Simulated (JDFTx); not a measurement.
# Zn (P6_3/mmc) in JDFTx: further runs

Aim: see how the results for Zn move with the level of theory and the settings. Levels: PBE+D3, PBE. Tasks: relaxation of cell and atoms.

Everything below comes from runs of JDFTx 1.7.0 (patched build). Logs are shortened: lines on timing, memory, paths and dates and some standing lists are left out, and cuts for length are marked. The log counts tension as positive stress, the text compression.

**1. The structure**

Symmetry: P6_3/mmc, No. 194, hexagonal system. Conventional cell: a = 2.670 Å, b = 2.670 Å, c = 4.966 Å, α = 90.00°, β = 90.00°, γ = 120.00°. Zn (site symmetry -6m2) has 12 Zn at 2.67 to 2.92 Å as nearest neighbours.

**2. Relaxation of cell and atoms, PBE+D3**

Zn.in

```
lattice Hexagonal 5.0455687528 9.3843799349
coords-type Lattice
ion Zn     0.6666666667     0.3333333333     0.7500000000 1
ion Zn     0.3333333333     0.6666666667     0.2500000000 1

ion-species pseudo/Zn.upf
elec-cutoff 42 336
elec-ex-corr gga-PBE
van-der-waals D3
kpoint-folding 9 9 5
elec-smearing Fermi 0.0018374661
elec-n-bands 27
electronic-SCF nIterations 100 energyDiffThreshold 1e-09
electronic-minimize nIterations 30 energyDiffThreshold 1e-7
forces-output-coords Cartesian
lattice-minimize nIterations 40 energyDiffThreshold 1e-6

dump-name run.$VAR
dump End Ecomponents EigStats BandEigs Kpoints Forces Stress
```

Potentials or basis: PseudoDojo-SR-PBE-0.5-standard with smoothed tails.

On the command line:

```sh
> jdftx -c 1 -i Zn.in -o Zn.out
```

Log:

```text
*************** JDFTx 1.7.0 (patched build) ***************

Input parsed successfully to the following command list (including defaults):
[... the input with its defaults ...]

---------- Setting up symmetries ----------

Found 24 point-group symmetries of the bravais lattice
Found 24 space-group symmetries with basis
Applied RMS atom displacement 2.91306e-10 bohrs to make symmetries exact.

---------- Initializing the Grid ----------
R =
[      5.04557     -2.52278            0  ]
[            0      4.36959            0  ]
[            0            0      9.38438  ]
unit cell volume = 206.898
G =
[    1.24529   0.718967         -0  ]
[          0    1.43793          0  ]
[          0         -0   0.669537  ]
Minimum fftbox size, Smin = [  44  44  80  ]
Chosen fftbox size, S = [  48  48  80  ]

---------- Initializing tighter grid for wavefunction operations ----------
R =
[      5.04557     -2.52278            0  ]
[            0      4.36959            0  ]
[            0            0      9.38438  ]
unit cell volume = 206.898
G =
[    1.24529   0.718967         -0  ]
[          0    1.43793          0  ]
[          0         -0   0.669537  ]
Minimum fftbox size, Smin = [  32  32  56  ]
Chosen fftbox size, S = [  32  32  56  ]

---------- Exchange Correlation functional ----------
Initalized PBE GGA exchange.
Initalized PBE GGA correlation.

---------- Setting up pseudopotentials ----------
Width of ionic core gaussian charges (only for fluid interactions / plotting) set to 0

Reading pseudopotential file 'pseudo/Zn.upf':
  'Zn' pseudopotential, 'PBE' functional
  Generated using ONCVPSP code by D. R. Hamann
  20 valence electrons, 4 orbitals, 6 projectors, 1001 radial grid points, with lMax = 2
    3S    l: 0   occupation:  2.0   eigenvalue: -4.749201
    3P    l: 1   occupation:  6.0   eigenvalue: -3.064985
    3D    l: 2   occupation: 10.0   eigenvalue: -0.372654
    4S    l: 0   occupation:  2.0   eigenvalue: -0.219719
  Core radius for overlap checks: 1.79 bohrs.

Initialized 1 species with 2 total atoms.

Folded 1 k-points by 9x9x5 to 405 k-points.

---------- Setting up k-points, bands, fillings ----------
Reduced to 36 k-points under symmetry.
Computing the number of bands and number of electrons
Calculating initial fillings.
nElectrons:  40.000000   nBands: 27   nStates: 36

----- Setting up reduced wavefunction bases (one per k-point) -----
average nbasis = 2690.205 , ideal nbasis = 2689.827

Initializing DFT-D3 calculator:
	Parameters set for gga-PBE functional
	s6:  1.000  s_r6:  1.217
	s8:  0.722  s_r8:  1.000
	Per-atom parameters loaded for:
	Zn:  sqrtQ[a0]:  5.098  Rcov[a0]:  2.060  CN: [ 0.00 1.94 ]

---------- Setting up ewald sum ----------
Optimum gaussian width for ewald sums = 2.102119 bohr.
Real space sum over 1521 unit cells with max indices [  6  6  4  ]
Reciprocal space sum over 2057 terms with max indices [  5  5  8  ]

Computing DFT-D3 correction:
# coordination-number Zn 7.853 7.853
# diagonal-C6 Zn 153.45 153.45
EvdW_6 =   -0.011393
EvdW_8 =   -0.013573

---------- Allocating electronic variables ----------
Initializing wave functions:  linear combination of atomic orbitals
Note: number of bands (27) exceeds available atomic orbitals (20)
Zn pseudo-atom occupations:   s ( 2 2 )  p ( 6 )  d ( 10 )
	FillingsUpdate:  mu: +0.569488134  nElectrons: 40.000000
LCAOMinimize: Iter:   0  F: -413.0590417023431087  |grad|_K:  7.677e-04  alpha:  1.000e+00
	FillingsUpdate:  mu: +0.574126986  nElectrons: 40.000000
LCAOMinimize: Iter:   1  F: -413.0634884059059573  |grad|_K:  1.290e-05  alpha:  6.212e-01  linmin:  5.253e-02  cgtest: -5.763e-01
	FillingsUpdate:  mu: +0.574116733  nElectrons: 40.000000
[... 4 lines of inner loops ...]
	FillingsUpdate:  mu: +0.574072402  nElectrons: 40.000000
LCAOMinimize: Iter:   4  F: -413.0634903117596650  |grad|_K:  8.471e-09  alpha:  9.389e-01  linmin: -1.597e-02  cgtest:  1.230e-01
LCAOMinimize: Encountered beta<0, resetting CG.
LCAOMinimize: Converged (|Delta F|<1.000000e-06 for 2 iters).

--------- Lattice Minimization ---------

Computing DFT-D3 correction:
# coordination-number Zn 7.853 7.853
# diagonal-C6 Zn 153.45 153.45
EvdW_6 =   -0.011393
EvdW_8 =   -0.013573
[... 58 lines left out ...]
# Energy components:
   Eewald =     -245.4341886270933344
       EH =      139.8131300343669636
     Eloc =     -355.8822186935254308
      Enl =      -96.1378180829324549
     EvdW =       -0.0249658586726741
      Exc =      -44.9082829753367889
 Exc_core =        4.9804235229331502
       KE =      184.4662512612792398
-------------------------------------
     Etot =     -413.1276694189812133
       TS =        0.0003473826859731
-------------------------------------
        F =     -413.1280168016671723

LatticeMinimize: Iter:   0  F: -413.128016801667172  |grad|_K:  1.095e-02

#--- Lowdin population analysis ---
# oxidation-state Zn +0.560 +0.560

Computing DFT-D3 correction:
# coordination-number Zn 7.890 7.890
# diagonal-C6 Zn 153.45 153.45
EvdW_6 =   -0.011429
EvdW_8 =   -0.013625
[... 22 lines left out ...]
Computing DFT-D3 correction:
# coordination-number Zn 7.890 7.890
# diagonal-C6 Zn 153.45 153.45
EvdW_6 =   -0.011429
EvdW_8 =   -0.013625
LatticeMinimize: 	Wolfe criterion not satisfied: alpha: 1  (E-E0)/|gdotd0|: -0.985643  gdotd/gdotd0: 0.969298 (taking cubic step)

Computing DFT-D3 correction:
# coordination-number Zn 7.962 7.962
# diagonal-C6 Zn 153.45 153.45
EvdW_6 =   -0.011502
EvdW_8 =   -0.013733
[... 22 lines left out ...]
Computing DFT-D3 correction:
# coordination-number Zn 7.962 7.962
# diagonal-C6 Zn 153.45 153.45
EvdW_6 =   -0.011502
EvdW_8 =   -0.013733
LatticeMinimize: 	Wolfe criterion not satisfied: alpha: 3  (E-E0)/|gdotd0|: -2.86245  gdotd/gdotd0: 0.905422 (taking cubic step)

Computing DFT-D3 correction:
# coordination-number Zn 8.105 8.105
# diagonal-C6 Zn 153.45 153.45
EvdW_6 =   -0.011647
EvdW_8 =   -0.013953
[... 244 lines left out ...]
-------- Electronic minimization -----------
Will mix electronic density at each iteration.
	FillingsUpdate:  mu: +0.591315815  nElectrons: 40.000000
	FillingsUpdate:  mu: +0.561620916  nElectrons: 40.000000
SCF: Cycle:  0   F: -413.130953343532155   dF: -2.427e-03   |Residual|: 8.015e-03   |deigs|: 1.672e-03
	FillingsUpdate:  mu: +0.561968721  nElectrons: 40.000000
SCF: Cycle:  1   F: -413.130983137192629   dF: -2.979e-05   |Residual|: 4.317e-03   |deigs|: 1.360e-03
	FillingsUpdate:  mu: +0.562233171  nElectrons: 40.000000
[... 6 further cycles ...]
SCF: Cycle:  8   F: -413.130990231777844   dF: -3.104e-10   |Residual|: 9.787e-06   |deigs|: 2.380e-05
	FillingsUpdate:  mu: +0.562281761  nElectrons: 40.000000
SCF: Cycle:  9   F: -413.130990231861972   dF: -8.413e-11   |Residual|: 1.254e-05   |deigs|: 2.792e-05
SCF: Converged (|Delta E|<1.000000e-09 for 2 iters).

Setting wave functions to eigenvectors of Hamiltonian
[... 57 lines left out ...]
-------- Electronic minimization -----------
Will mix electronic density at each iteration.
	FillingsUpdate:  mu: +0.562281761  nElectrons: 40.000000
	FillingsUpdate:  mu: +0.558116797  nElectrons: 40.000000
SCF: Cycle:  0   F: -413.131012520654053   dF: -2.550e-04   |Residual|: 3.195e-03   |deigs|: 1.044e-04
	FillingsUpdate:  mu: +0.558162223  nElectrons: 40.000000
SCF: Cycle:  1   F: -413.131016360390788   dF: -3.840e-06   |Residual|: 1.125e-03   |deigs|: 5.091e-04
	FillingsUpdate:  mu: +0.558145663  nElectrons: 40.000000
[... 4 further cycles ...]
SCF: Cycle:  6   F: -413.131016857827944   dF: -5.866e-10   |Residual|: 7.136e-06   |deigs|: 5.000e-06
	FillingsUpdate:  mu: +0.558114474  nElectrons: 40.000000
SCF: Cycle:  7   F: -413.131016857926795   dF: -9.885e-11   |Residual|: 1.162e-06   |deigs|: 1.747e-06
SCF: Converged (|Delta E|<1.000000e-09 for 2 iters).

Setting wave functions to eigenvectors of Hamiltonian
[... 57 lines left out ...]
-------- Electronic minimization -----------
Will mix electronic density at each iteration.
	FillingsUpdate:  mu: +0.558114474  nElectrons: 40.000000
	FillingsUpdate:  mu: +0.562514911  nElectrons: 40.000000
SCF: Cycle:  0   F: -413.131044821187459   dF: -4.112e-05   |Residual|: 1.632e-03   |deigs|: 1.451e-05
	FillingsUpdate:  mu: +0.562463609  nElectrons: 40.000000
SCF: Cycle:  1   F: -413.131046312255705   dF: -1.491e-06   |Residual|: 3.351e-04   |deigs|: 3.569e-04
	FillingsUpdate:  mu: +0.562459083  nElectrons: 40.000000
[... 3 further cycles ...]
SCF: Cycle:  5   F: -413.131046427432807   dF: -6.817e-10   |Residual|: 5.331e-06   |deigs|: 3.953e-06
	FillingsUpdate:  mu: +0.562468664  nElectrons: 40.000000
SCF: Cycle:  6   F: -413.131046427595663   dF: -1.629e-10   |Residual|: 1.117e-06   |deigs|: 9.806e-07
SCF: Converged (|Delta E|<1.000000e-09 for 2 iters).

Setting wave functions to eigenvectors of Hamiltonian
[... 174 lines left out ...]
   Eewald =     -247.0194361318022516
       EH =      139.0462829644996532
     Eloc =     -353.5392185887714049
      Enl =      -96.0904150940824593
     EvdW =       -0.0265690391578072
      Exc =      -44.9253090352479632
 Exc_core =        4.9804246290499661
       KE =      184.4432407306156847
-------------------------------------
     Etot =     -413.1309995648966833
       TS =        0.0000469961931262
-------------------------------------
        F =     -413.1310465610898177

LatticeMinimize: Iter:   8  F: -413.131046561089818  |grad|_K:  3.101e-05  alpha:  1.000e+00  linmin: -3.856e-01
LatticeMinimize: Converged (|Delta F|<1.000000e-06 for 2 iters).

#--- Lowdin population analysis ---
# oxidation-state Zn +0.570 +0.570

Dumping 'run.eigStats' ...
	eMin: -4.086191 at state 0 ( [ +0.000000 +0.000000 +0.000000 ] spin 0 )
	HOMO: +0.557339 at state 16 ( [ +0.111111 +0.111111 +0.200000 ] spin 0 )
	mu  : +0.562886
	LUMO: +0.571631 at state 7 ( [ +0.000000 +0.222222 +0.200000 ] spin 0 )
	eMax: +1.374686 at state 17 ( [ +0.111111 +0.111111 +0.400000 ] spin 0 )
	HOMO-LUMO gap: +0.014292
	Optical gap  : +0.067544 at state 9 ( [ +0.000000 +0.333333 +0.000000 ] spin 0 )
Done!
[note: the HOMO, LUMO and gaps printed at the end count levels as full or empty at half filling, so they show a gap where a level is partly filled]
```

It took 3.3 min on 1 thread of Intel Xeon 6975P-C (Granite Rapids), shared host; peak memory 0.16 GiB.

Results:

```yaml
Free_energy: -11241.8685 eV
Relaxed_volume: 14.79 Å³/atom
Relaxed_cell: a = 2.563 Å, b = 2.563 Å, c = 5.198 Å, α = 90.00°, β = 90.00°, γ = 120.00°
Space_group_after_relaxing_to_0.05_Å: P6_3/mmc (No. 194)
Energy_gained_by_relaxing: 41.2 meV/atom
Ionic_steps: 9
Pressure_after_relaxing: 0.0 GPa
Band_gap_on_the_k_mesh: none (metal or under the smearing width)
```

The path:
```csv
step,energy change (eV),largest force (eV/Å),pressure (GPa),volume (Å³)
1,0.0000,0.0000,-4.82,30.66
2,-0.0203,0.0000,-3.44,30.04
3,-0.0509,0.0000,0.35,28.80
4,-0.0689,0.0000,0.89,28.86
5,-0.0809,0.0000,0.68,29.47
6,-0.0816,0.0000,-0.80,29.81
7,-0.0824,0.0000,-0.04,29.58
8,-0.0824,0.0000,0.00,29.57
9,-0.0824,0.0000,-0.02,29.57
```

Final structure:
```
CELL_PARAMETERS angstrom
2.56288 0.00000 0.00000
-1.28144 2.21952 0.00000
0.00000 0.00000 5.19845
ATOMIC_POSITIONS crystal
Zn 0.66667 0.33333 0.75000
Zn 0.33333 0.66667 0.25000
```

Levels at points of the mesh, in eV from the Fermi level:
| k point | band 16 | band 17 | band 18 | band 19 | band 20 | band 21 | band 22 | band 23 | band 24 | band 25 |
| --- | --- | --- | --- | --- | --- | --- | --- | --- | --- | --- |
| (0.00, 0.00, 0.00) | -7.04 | -7.04 | -6.90 | -6.90 | -3.95 | -3.78 | 11.13 | 15.17 | 19.82 | 19.82 |

Caveat: pairwise dispersion overbinds metals, which lowers pressure and volume.

**3. Relaxation of cell and atoms, PBE**

Zn.in

```
include Zn.lattice
coords-type Lattice
include Zn.ionpos

ion-species pseudo/Zn.upf
elec-cutoff 42 336
elec-ex-corr gga-PBE
kpoint-folding 6 6 3
elec-smearing Fermi 0.0018374661
elec-n-bands 27
electronic-SCF nIterations 100 energyDiffThreshold 1e-09
electronic-minimize nIterations 30 energyDiffThreshold 1e-7
forces-output-coords Cartesian
lattice-minimize nIterations 40 energyDiffThreshold 1e-6

dump-name run.$VAR
dump End Ecomponents EigStats BandEigs Kpoints Forces Stress ElecDensity Dtot KEdensity
```

Zn.lattice

```
lattice \
    5.0455687528    -2.5227843764     0.0000000000 \
    0.0000000000     4.3695907164     0.0000000000 \
    0.0000000000     0.0000000000     9.3843799349
```

Zn.ionpos

```
ion Zn     0.6666666667     0.3333333333     0.7500000000 1
ion Zn     0.3333333333     0.6666666667     0.2500000000 1
```

Potentials or basis: PseudoDojo-SR-PBE-0.5-standard with smoothed tails.

On the command line:

```sh
> jdftx -c 1 -i Zn.in -o Zn.out
```

Run time: 2.9 min. Hardware: 1 thread of Intel Xeon Platinum 8259CL at 2.50GHz (Skylake/Cascade Lake), shared host; peak memory 0.11 GiB.

The run converged. Its results:

```yaml
Free_energy: -11241.1409 eV
Relaxed_volume: 15.27 Å³/atom
Relaxed_cell: a = 2.631 Å, b = 2.631 Å, c = 5.095 Å, α = 90.00°, β = 90.00°, γ = 120.00°
Space_group_after_relaxing_to_0.05_Å: P6_3/mmc (No. 194)
Energy_gained_by_relaxing: 8.6 meV/atom
Ionic_steps: 6
Pressure_after_relaxing: 0.0 GPa
Band_gap_on_the_k_mesh: none (metal or under the smearing width)
```

Step by step:
| step | energy change (eV) | largest force (eV/Å) | pressure (GPa) | volume (Å³) |
| --- | --- | --- | --- | --- |
| 1 | 0.0000 | 0.0000 | -0.72 | 30.66 |
| 2 | -0.0075 | 0.0000 | -0.45 | 30.57 |
| 3 | -0.0169 | 0.0000 | 0.58 | 30.32 |
| 4 | -0.0173 | 0.0000 | -0.16 | 30.60 |
| 5 | -0.0173 | 0.0000 | 0.03 | 30.54 |
| 6 | -0.0173 | 0.0000 | 0.01 | 30.55 |

Final structure:
```xyz
2
Lattice="2.6313 0.0000 0.0000 -1.3156 2.2788 0.0000 0.0000 0.0000 5.0950" Properties=species:S:1:pos:R:3 pbc="T T T"
Zn    1.3156    0.7596    3.8212
Zn    0.0000    1.5192    1.2737
```

Levels at points of the mesh, in eV from the Fermi level:
```
           k point  band 16  band 17  band 18  band 19  band 20  band 21  band 22  band 23  band 24  band 25
(0.00, 0.00, 0.00)    -7.62    -7.62    -7.45    -7.45    -4.20    -3.92    11.73    15.49    17.75    17.75
(0.00, 0.50, 0.00)    -7.49    -7.28    -7.27    -3.13    -2.39     1.89     3.15     3.40     5.23    10.22
```

Caveat: the k mesh is coarse (spacing up to 0.45 Å⁻¹), so the values aren't converged.

(Continued in part 2 of 3.)
